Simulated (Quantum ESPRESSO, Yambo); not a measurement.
# Quasiparticle gap of AgBr (Bromargyrite) in Yambo, part 2 of 3

Wanted: ground state, empty states, screening and self-energy for AgBr (Bromargyrite).

Quantum ESPRESSO 7.5 and Yambo 5.3.0; PBE and many-body steps on it, plane waves. Known limits of the many-body steps: not at the basis limit; d shell near the gap, gap tends to lie low; no spin-orbit coupling; coarse k mesh.

So far. Step 2 (Ground state): The gap is indirect, with the least direct gap 1.87 eV higher. Step 3 (Bands along the symmetry lines): The gap is 0.676 eV, as in the run before at this level.

## Step 4: Empty states on the mesh, 4×4×4 mesh, 127 bands

Level of this step: DFT, PBE, plane waves, norm-conserving pseudopotentials (Quantum ESPRESSO).

The sums over transitions need many empty states on a uniform mesh; this step solves for them.

File pw.in:

```
&control
  calculation = 'nscf'
  prefix = 'x'
  outdir = 'o'
  pseudo_dir = 'pseudo'
/
&system
  ibrav = 0
  nat = 2
  ntyp = 2
  ecutwfc = 76.0
  nbnd = 127
  force_symmorphic = .true.
/
&electrons
  conv_thr = 1e-9
  electron_maxstep = 80
  diago_full_acc = .true.
  diago_thr_init = 5e-6
/
ATOMIC_SPECIES
  Ag 107.87 Ag.upf
  Br 79.904 Br.upf
CELL_PARAMETERS angstrom
  0.0000000000 2.8872500000 2.8872500000
  2.8872500000 0.0000000000 2.8872500000
  2.8872500000 2.8872500000 0.0000000000
ATOMIC_POSITIONS crystal
  Ag 0.0000000000 0.0000000000 0.0000000000
  Br 0.5000000000 0.5000000000 0.5000000000
K_POINTS automatic
  4 4 4 0 0 0
```

Run with:

```
OMP_NUM_THREADS=1 mpirun -n 4 pw.x -nk 4 -in pw.in > pw.out
```

The log of the run:

```text
[banner, memory and clock lines left out]
Program PWSCF v.7.5 starts

     Atomic positions and unit cell read from directory:
     o/x.save/

     Message from routine setup:
     using ibrav=0 with symmetry is DISCOURAGED, use correct ibrav instead

     G-vector sticks info

     bravais-lattice index     =            0
     lattice parameter (alat)  =       7.7161  a.u.
     unit-cell volume          =     324.8477 (a.u.)^3
     number of atoms/cell      =            2
     number of atomic types    =            2
     number of electrons       =        36.00
     number of Kohn-Sham states=          127
     kinetic-energy cutoff     =      76.0000  Ry
     charge density cutoff     =     304.0000  Ry
     Exchange-correlation= PBE
                           (   1   4   3   4   0   0   0)

     celldm(1)=   7.716107  celldm(2)=   0.000000  celldm(3)=   0.000000
     celldm(4)=   0.000000  celldm(5)=   0.000000  celldm(6)=   0.000000

     crystal axes: (cart. coord. in units of alat)
               a(1) = (   0.000000   0.707107   0.707107 )
               a(2) = (   0.707107   0.000000   0.707107 )
               a(3) = (   0.707107   0.707107   0.000000 )

     reciprocal axes: (cart. coord. in units 2 pi/alat)
               b(1) = ( -0.707107  0.707107  0.707107 )
               b(2) = (  0.707107 -0.707107  0.707107 )
               b(3) = (  0.707107  0.707107 -0.707107 )
     Pseudo is Norm-conserving + core correction, Zval = 19.0
     Generated using ONCVPSP code by D. R. Hamann
     Using radial grid of 1538 points,  6 beta functions with:
     Pseudo is Norm-conserving + core correction, Zval = 17.0
     Generated using ONCVPSP code by D. R. Hamann
     Using radial grid of 1098 points,  6 beta functions with:
     Ag               19.00   107.87000     Ag( 1.00)
     Br               17.00    79.90400     Br( 1.00)

     48 Sym. Ops., with inversion, found

   Cartesian axes

     site n.     atom                  positions (alat units)
         1        Ag     tau(   1) = (   0.0000000   0.0000000   0.0000000  )
         2        Br     tau(   2) = (   0.7071068   0.7071068   0.7071068  )

     number of k points=     8
                       cart. coord. in units 2pi/alat
        k(    1) = (   0.0000000   0.0000000   0.0000000), wk =   0.0312500
        k(    2) = (   0.1767767   0.1767767  -0.1767767), wk =   0.2500000
        k(    3) = (  -0.3535534  -0.3535534   0.3535534), wk =   0.1250000
[...]
k(    7) = (  -0.7071068   0.0000000   0.0000000), wk =   0.0937500
        k(    8) = (  -0.7071068   0.3535534   0.0000000), wk =   0.1875000

     Dense  grid:    29123 G-vectors     FFT dimensions: (  45,  45,  45)

     The potential is recalculated from file :
     o/x.save/charge-density

     Starting wfcs are   19 randomized atomic wfcs +  108 random wfcs

     Band Structure Calculation

     End of band structure calculation

          k = 0.0000 0.0000 0.0000 (  3695 PWs)   bands (ev):

   -80.6914 -51.2099 -51.2099 -51.2095 -51.2095 -51.2095 -44.2126 -44.2126
   -44.2126  -5.5764   6.6719   6.6719   6.6719   6.6726   6.6726   7.5251
     7.5251   7.5251  10.0695  19.3263  19.3263  19.3263  20.6109  21.1269
[...]
[... 4 further rows ...]
[...]
95.1618  97.2213  97.2213  97.2213  98.5735  98.5735  98.5735

          k = 0.1768 0.1768-0.1768 (  3647 PWs)   bands (ev):

[...]
[... 4 further rows ...]
[...]
98.5011 100.1631 100.8264 100.8264 100.9484 102.3110 102.3111

          k =-0.3536-0.3536 0.3536 (  3648 PWs)   bands (ev):

[...]
66.0470  66.8333  67.2346  67.8987  68.3265  68.3265  70.0729  70.0729
     [... 4 further rows ...]
    95.2576  95.3623  95.4875  95.4875  96.9236  96.9236  97.4245  97.4245
    98.2238  98.2238  98.8379  99.1181  99.6655 100.1354 101.9181

          k = 0.3536 0.0000 0.0000 (  3615 PWs)   bands (ev):

     [... further k-points ...]

     highest occupied, lowest unoccupied level (ev):     9.3930   10.0695

     XML data file, pseudopotentials, collected wavefunctions
```

It took 6.8 s on 4 MPI ranks of Arm Neoverse V2, shared host; peak memory 0.35 GiB.

This step gave:

| Property | Result |
| --- | --- |
| gap | 0.6765 eV |
| k of the valence top | 0, 0, -0.5 |
| k of the conduction bottom | 0, 0, 0 |
| least direct gap | 2.544 eV |
| k points computed | 8 |
| lowest point of the top converged band, above the valence top | 89.1805 eV |

On this mesh the gap is 0.676 eV.

## Step 5: Conversion and set-up

This step: Yambo 5.3.0; conversion and set-up on PBE, plane waves, norm-conserving pseudopotentials.

The states are converted to the many-body program's format and the q mesh is built.

Run with:

```
(cd o/x.save; p2y > p2y.log; mv SAVE ../..); yambo > setup.log
```

The log of the run:

```text
 Yambo, version 5.3.0

 [02] CORE Variables Setup
 =========================

  [02.01] Unit cells
  ==================

  Cell kind             :  FCC
  Atoms in the cell     :  Ag  Br
  number of Ag atoms    :  1
  number of Br atoms    :  1

  List of atomic masses
  Mass of Ag    :  107.8700
  Mass of Br    :  79.90400

  List of atomic coordinates    : [cc]
  Ag1       :  0.000000  0.000000  0.000000  order 1
  Br1       :  5.456112  5.456112  5.456112  order 2

  Alat factors          :  5.456112  5.456112  5.456112 [a.u.]
  Direct lattice volume :  324.8477 [a.u.]
  Direct lattice vectors:  A[ 1 ]  A[ 2 ]  A[ 3 ]
   A[ 1 ]:  0.000000  1.000000  1.000000  [iru]
   0.000000  5.456112  5.456112  [cc]
   A[ 2 ]:  1.000000  0.000000  1.000000  [iru]
   5.456112  0.000000  5.456112  [cc]
   A[ 3 ]:  1.000000  1.000000  0.000000  [iru]
   5.456112  5.456112  0.000000  [cc]

  Recip. lattice volume :  0.763589 [a.u.]
  Recip. lattice vectors:  B[ 1 ]  B[ 2 ]  B[ 3 ]
   B[ 1 ]: -0.500000  0.500000  0.500000  [iku]
  -0.575793  0.575793  0.575793  [cc]
   B[ 2 ]:  0.500000 -0.500000  0.500000  [iku]
   0.575793 -0.575793  0.575793  [cc]
   B[ 3 ]:  0.500000  0.500000 -0.500000  [iku]
   0.575793  0.575793 -0.575793  [cc]

  [02.02] Symmetries
  ==================

  Inversion symmetry    : yes
  Spatial inversion     : yes
  Inversion index       :  25
  K-space Time-reversal : no
  Magnetic symmetries   : no
  Group table correct   : yes
  Symmetries units      :  [cc]

   [S  1]:   1.0000     -0.31888E-16 -0.31888E-16 -0.31888E-16   1.0000      0.31888E-16  0.31888E-16  0.31888E-16   1.0000
   [S  2]:  -1.0000      0.31888E-16 -0.31888E-16  0.31888E-16  -1.0000      0.31888E-16 -0.31888E-16 -0.31888E-16   1.0000
   [S  3]:  -1.0000     -0.31888E-16  0.31888E-16  0.31888E-16   1.0000     -0.31888E-16 -0.31888E-16  0.31888E-16  -1.0000
[...]
[... 36 further rows ...]
   [S 47]: -0.31888E-16   1.0000      0.31888E-16  0.31888E-16 -0.31888E-16  -1.0000       1.0000      0.31888E-16 -0.31888E-16
   [S 48]: -0.31888E-16  -1.0000     -0.31888E-16  0.31888E-16  0.31888E-16   1.0000       1.0000     -0.31888E-16  0.31888E-16

  [02.03] Reciprocal space
  ========================

  nG shells         :  309
  nG charge         :  29123
  nG WFs            :   4439
  nC WFs            :   3695
  G-vecs. in first 30 shells:  [ Number ]
     1    9   15   27   51   59   65   89  113
    137   169   181   229   259   283   307   331   339
    387   411   459   531   537   561   609   645   701
    725   749   821
  ...
  Shell energy in first 30 shells:  [ mHa ]
    0.00000      497.307      663.076      1326.15      1823.46      1989.23      2652.30      3149.61      3315.38
    3978.46      4475.76      5304.61      5801.91      5967.68      6630.76      7128.07      7293.83      7956.91
[...]
BZ  K-points                                      :   64

  K/Q-points units:
  rlu = crystal or reduced units; cc = cartesian coordinates; iku = interal k-units

  K [1]          [rlu]:  0.000000  0.000000  0.000000
         WF components:   3695
  K [2]          [rlu]:  0.50833E-17  0.50833E-17  0.25000
         WF components:   3647
  K [3]          [rlu]: -0.10167E-16 -0.10167E-16 -0.50000
         WF components:   3648
  K [4]          [rlu]:  0.37208E-17  0.25000      0.25000
         WF components:   3615
  K [5]          [rlu]:  0.15450E-17  0.25000     -0.50000
         WF components:   3637
  [... 2 further k-points ...]
  K [8]          [rlu]:  0.250000 -0.500000 -0.250000
         WF components:   3636

  [02.05] Energies & Occupations
  ==============================

  [X] === General ===
  [X] Electronic Temperature                        :  0.000000  0.000000 [eV K]
  [X] Bosonic    Temperature                        :  0.000000  0.000000 [eV K]
  [X] Finite Temperature mode                       : no
  [X] El. density                                   :  0.74786E+24 [cm-3]
  [X] Fermi Level                                   :  9.392987 [eV]

  [X] === Gaps and Widths ===
  [X] Conduction Band Min                           :  0.676466 [eV]
  [X] Valence Band Max                              :  0.000000 [eV]
  [X] Filled Bands                                  :  18
  [X] Empty Bands                                   :   19  127
  [X] Direct Gap                                    :  2.544364 [eV]
  [X] Direct Gap localized at k                     :  1
  [X] Indirect Gap                                  :  0.676466 [eV]
  [X] Indirect Gap between kpts                     :  3  1
  [X] Last valence band width                       :  2.238986 [eV]
  [X] 1st conduction band width                     :  4.251732 [eV]

  E @ K [1]:  [eV]
  -90.08440 -60.60284 -60.60284 -60.60251 -60.60251 -60.60251 -53.60556 -53.60556
  -53.60556 -14.96934  -2.72106  -2.72106  -2.72106  -2.72037  -2.72037  -1.86790
   -1.86790  -1.86790   0.67647   9.93330   9.93330   9.93330  11.21786  11.73395
[...]
occ @ K [1]
[...]
E @ K [2]:  [eV]
[...]
occ @ K [2]
[...]
E @ K [3]:  [eV]
[...]
occ @ K [3]
[...]
E @ K [4]:  [eV]
[...]
occ @ K [4]
[...]
E @ K [5]:  [eV]
[...]
occ @ K [5]
[...]
[... 2 further k-points ...]
  E @ K [8]:  [eV]
[...]
occ @ K [8]
[...]
0.000000  0.000000  0.000000  0.000000  0.000000  0.000000  0.000000  0.000000
   0.000000  0.000000  0.000000  0.000000  0.000000  0.000000  0.000000  0.000000

 [03] Transferred momenta grid and indexing
 ==========================================

 IBZ Q-points                                      :   8
 BZ  Q-points                                      :   64

 K/Q-points units:
 rlu = crystal or reduced units; cc = cartesian coordinates; iku = interal k-units

 Q [1]          [rlu]:  0.000000  0.000000  0.000000
 Q [2]          [rlu]:  0.87369E-17  0.87369E-17  0.25000
 Q [3]          [rlu]: -0.17474E-16 -0.17474E-16 -0.50000
[...]
Q [7]          [rlu]: -0.74416E-17 -0.50000     -0.50000
 Q [8]          [rlu]:  0.250000 -0.500000 -0.250000

  [03.01] X indexes
  =================

   [03.01.01] Sigma indexes
   ========================

 [06] Game Over & Game summary
```

Run time: 2.1 s. Hardware: 1 MPI rank; peak memory 0.25 GiB.

[end of part 2 of 3]

[Paths, hosts, dates, memory and timing lines, banners, echoed tables and standing remarks are left out of the program output.]

[Logs are printed without paths, hosts, clocks, repeated set-up lines and the standing remarks that a program may print on its own settings, such as how far it seeks lower states.]

[Runs of the session that timed out or met a known fault of the program may be left out.]

[Hosts, paths, dates, database ids (printed as entryN), source tags and the programs' standing remarks are cut or masked in the printed files.]
